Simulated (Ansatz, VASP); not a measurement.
## One calculation of Si, two programs

INCAR

```
ALGO = Normal
EDIFF = 1E-6
ENCUT = 520
GGA = PS
ISIF = 2
ISMEAR = -1
LASPH = T
LCHARG = F
LREAL = F
LWAVE = F
NBANDS = 11
NELM = 80
PREC = Accurate
SIGMA = 0.05
```

Contents of KPOINTS:

```
k-points
0
Gamma
  9 9 9
```

The input POSCAR:

```
Si
1.0
    0.0000000000      2.6808053789      2.6808053789
    2.6808053789      0.0000000000      2.6808053789
    2.6808053789      2.6808053789      0.0000000000
Si
2
Direct
    0.5000000000      0.5000000000      0.5000000000
    0.7500000000      0.7500000000      0.7500000000
```

Input for Ansatz:

```yaml
crystal:
  lattice:
    - [0.0, 2.6808053789, 2.6808053789]
    - [2.6808053789, 0.0, 2.6808053789]
    - [2.6808053789, 2.6808053789, 0.0]
  atoms:
    - { symbol: Si, position: [0.5, 0.5, 0.5] }
    - { symbol: Si, position: [0.75, 0.75, 0.75] }
hamiltonian:
  xc: pbesol
  pseudopotentials:
    kind: paw
    azcp:
      Si: "pseudopotentials/Si.paw.azcp"
basis:
  ecutwfc: 420
  fft_grid_basis: typed
kpoints:
  mp_grid: { grid: [9, 9, 9], shift: [0, 0, 0] }
magnetization:
  spin_polarized: false
scf:
  occupations: { method: fermi_dirac, width: 0.05 }
output:
  stress: true
```

Alike in both runs: task single point; functional PBEsol; k mesh 9 × 9 × 9; occupations fermi-dirac, width 0.05 eV; no spin polarisation.

```csv
,VASP,Ansatz
version,VASP 6.6.1,Ansatz 0.2.0
potentials or method,"VASP PAW PBE potentials, release 64 (Si)","plane waves (420 eV) with PAW, scalar-relativistic"
plane-wave cutoff (eV),520,420
valence electrons in the cell,8,8
```

|  | VASP | Ansatz | Ansatz less VASP |
| --- | --- | --- | --- |
| pressure (GPa) | 4.2 | 4.1 | -0.13 |

With one functional, cell and mesh, what is left measures potentials, basis and numerics. Ansatz warned: «pseudo_functional_mismatch».

Caveats: the PAW data sets were made with another functional, which shifts forces and pressure a little (VASP).
